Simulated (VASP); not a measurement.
# AlN, band structure: which settings are enough?

AlN, P6_3mc (no. 186), 4 atoms in the cell. PBEsol; PAW potentials Al, N (PBE set). VASP 6.6.1.

Wanted: band energies at the path's corners within 0.006 eV; smallest gap over path and mesh within 0.003 eV.

What the run is for: bands; Accuracy asked: tight; Route: KPOINTS_OPT.

Band energies at the path's corners: counted from the valence top.

POSCAR:
```
AlN
1.0
    3.1130000000      0.0000000000      0.0000000000
   -1.5565000000      2.6959370820      0.0000000000
    0.0000000000      0.0000000000      4.9810000000
Al N
2 2
Direct
    0.6666666667      0.3333333333      0.5000000000
    0.3333333333      0.6666666667      0.0000000000
    0.6666666667      0.3333333333      0.8800000000
    0.3333333333      0.6666666667      0.3800000000
```

The series start from Plane-wave cutoff (eV): 460; k-point mesh: 7 × 7 × 4; k points a path segment: 12; Electronic threshold (eV): 1e-6; Precision mode (PREC): Accurate; Bands in all (NBANDS): 22; Aspherical gradient terms in the spheres (LASPH): yes. Each series keeps the choices made before it, and each single choice may use up half of a tolerance.

## Plane-wave cutoff (eV)

| Plane-wave cutoff (eV) | Band energies at the path's corners, largest deviation (eV) | Smallest gap over path and mesh (eV) | Time (s) |
|---|---|---|---|
| 320 | 0.0991 | 4.1156 | 23 |
| 400 | 0.0114 | 4.1380 | 32 |
| 460 | 0.0031 | 4.1491 | 37 |
| 520 | 0.0008 | 4.1491 | 43 |
| 640 (reference) | 0.0000 | 4.1494 | 80 |

Chosen: 520, the loosest value from which every tighter one stays within half of the tolerance.

## k-point mesh

| k-point mesh | Band energies at the path's corners, largest deviation (eV) | Smallest gap over path and mesh (eV) | Time (s) |
|---|---|---|---|
| 3 × 3 × 2 | 0.0523 | 4.1267 | 31 |
| 4 × 4 × 2 | 0.0120 | 4.1440 | 31 |
| 4 × 4 × 3 | 0.0135 | 4.1432 | 30 |
| 5 × 5 × 3 | 0.0041 | 4.1474 | 34 |
| 7 × 7 × 4 | 0.0002 | 4.1491 | 43 |
| 8 × 8 × 5 | 0.0001 | 4.1492 | 46 |
| 10 × 10 × 6 (reference) | 0.0000 | 4.1492 | 56 |

Chosen: 7 × 7 × 4.

## Electronic threshold (eV)

| Electronic threshold (eV) | Band energies at the path's corners, largest deviation (eV) | Smallest gap over path and mesh (eV) | Time (s) |
|---|---|---|---|
| 0.001 | 0.0040 | 4.1458 | 18 |
| 0.0001 | 0.0009 | 4.1482 | 19 |
| 1e-5 | 0.0005 | 4.1487 | 21 |
| 1e-6 | 0.0001 | 4.1491 | 26 |
| 1e-7 (reference) | 0.0000 | 4.1491 | 24 |

Chosen: 0.0001.

## Precision mode (PREC)

| Precision mode (PREC) | Band energies at the path's corners, largest deviation (eV) | Smallest gap over path and mesh (eV) | Time (s) |
|---|---|---|---|
| SingleN | 0.0015 | 4.1497 | 14 |
| Normal | 0.0001 | 4.1482 | 14 |
| Accurate (reference) | 0.0000 | 4.1482 | 19 |

Chosen: SingleN.

## Bands in all (NBANDS)

| Bands in all (NBANDS) | Band energies at the path's corners, largest deviation (eV) | Smallest gap over path and mesh (eV) | Time (s) |
|---|---|---|---|
| 10 | 0.0185 | 4.1499 | 7.2 |
| 11 | 0.0005 | 4.1499 | 7.8 |
| 12 | 0.0007 | 4.1497 | 8.5 |
| 14 | 0.0010 | 4.1495 | 10 |
| 22 | 0.0003 | 4.1497 | 14 |
| 32 (reference) | 0.0000 | 4.1498 | 19 |

Chosen: 11.

## Aspherical gradient terms in the spheres (LASPH)

| Aspherical gradient terms in the spheres (LASPH) | Band energies at the path's corners, largest deviation (eV) | Smallest gap over path and mesh (eV) | Time (s) |
|---|---|---|---|
| no | 0.0002 | 4.1498 | 7.1 |
| yes (reference) | 0.0000 | 4.1499 | 7.8 |

Chosen: no.

Also changed on the way, by series that aren't shown: k points a path segment: 5.

## All choices together

| Input | Band energies at the path's corners, largest deviation (eV) | Smallest gap over path and mesh (eV) | Time (s) |
|---|---|---|---|
| the program's defaults (naive) | 0.0097 | 4.1403 | 9.9 |
| chosen settings | 0.0010 | 4.1498 | 7.1 |
| reference settings throughout | 0.0000 | 4.1500 | 290 |

The tolerance is met.

## The input

INCAR:
```
GGA = PS
ISMEAR = 0
SIGMA = 0.03
LWAVE = False
LCHARG = False
NBANDS = 11
PREC = SingleN
LASPH = False
LREAL = False
ALGO = Normal
EDIFF = 1E-4
NELM = 120
GGA_COMPAT = False
ENCUT = 520
EFERMI = MIDGAP
```

KPOINTS:
```
Automatic mesh
0
Gamma
  7 7 4
  0 0 0
```

KPOINTS_OPT:
```
path GMKGALHA,LM,KH
5
line-mode
reciprocal
 0.0000000000  0.0000000000  0.0000000000  G
 0.5000000000  0.0000000000  0.0000000000  M

 0.5000000000  0.0000000000  0.0000000000  M
 0.3333333333  0.3333333333  0.0000000000  K

 0.3333333333  0.3333333333  0.0000000000  K
 0.0000000000  0.0000000000  0.0000000000  G

 0.0000000000  0.0000000000  0.0000000000  G
 0.0000000000  0.0000000000  0.5000000000  A

 0.0000000000  0.0000000000  0.5000000000  A
 0.5000000000  0.0000000000  0.5000000000  L

 0.5000000000  0.0000000000  0.5000000000  L
 0.3333333333  0.3333333333  0.5000000000  H

 0.3333333333  0.3333333333  0.5000000000  H
 0.0000000000  0.0000000000  0.5000000000  A

 0.5000000000  0.0000000000  0.5000000000  L
 0.5000000000  0.0000000000  0.0000000000  M

 0.3333333333  0.3333333333  0.0000000000  K
 0.3333333333  0.3333333333  0.5000000000  H
```

Commands:
```
cat potpaw_PBE.64/Al/POTCAR potpaw_PBE.64/N/POTCAR > POTCAR
mpirun -np 1 vasp_std > vasp.out
```

Limits: PBEsol gaps are mostly well below measured ones.

The chosen input took VASP 6.6.1 7.1 s on 1 core (Intel Xeon Platinum 8259CL @ 2.50GHz (Skylake/Cascade Lake)), a shared host.

## An input that fails: fixed density asked without a density file

VASP's message: ERROR: charge density could not be read from file CHGCAR for ICHARG>10.

Changes against the starting input:
```
- NELM = 120
+ NELM = 99
+ ICHARG = 11
```
